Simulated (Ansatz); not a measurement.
Wanted: the native input for an Ansatz 0.2.0 run.

| Property | Result |
| --- | --- |
| Task | single point |
| Functional | PBE |
| Potentials or basis | Ansatz PAW |
| Cutoff | 420 eV (not typed: the program's choice for these potentials) |
| k mesh | 10 × 10 × 10 |
| Occupations | gaussian, width 0.026 eV |
| Spin | no spin polarisation |

The system is Li2O.

```
O Li
1.0
     0.00000    2.32685    2.32685
     2.32685    0.00000    2.32685
     2.32685    2.32685    0.00000
O Li
1 2
Direct
  0.00000 0.00000 0.00000
  0.25000 0.25000 0.25000
  0.75000 0.75000 0.75000
```

The cell comes from a database or a generator and needn't be the stable form of this composition.

One way to write it, as run:

input.yaml

```yaml
crystal:
  lattice:
    - [0.0, 2.3268543819, 2.3268543819]
    - [2.3268543819, 0.0, 2.3268543819]
    - [2.3268543819, 2.3268543819, 0.0]
  atoms:
    - { symbol: O, position: [0.0, 0.0, 0.0] }
    - { symbol: Li, position: [0.25, 0.25, 0.25] }
    - { symbol: Li, position: [0.75, 0.75, 0.75] }
hamiltonian:
  xc: pbe
  pseudopotentials: { kind: paw }
kpoints:
  mp_grid: { grid: [10, 10, 10] }
scf:
  occupations: { method: gaussian, width: 0.026 }
output:
  forces: true
  stress: true
  eigenvalues: true
  write_density: true
  write_potential: true
  elf: true
  volumetric_format: npy
```

Potentials or basis: Ansatz PAW.

Run with:

```sh
$ ansatz run input.yaml --threads 2 --pin off --max-ram 5632MiB --backend cpu --events-out ev --progress --plain --runs-dir out
```

Results of the run:

| Quantity | Value |
| --- | --- |
| Pressure | -1.4 GPa |
| Band gap on the k mesh | 4.95 eV, indirect (least direct gap 5.11 eV) |

Caveat: the pressure holds a Pulay correction of +0.5 GPa for the finite cutoff.

Run time: 0.36 s on 2 threads of Intel(R) Xeon(R) 6975P-C (Granite Rapids), with other jobs on the host, peak memory 0.4 GiB.
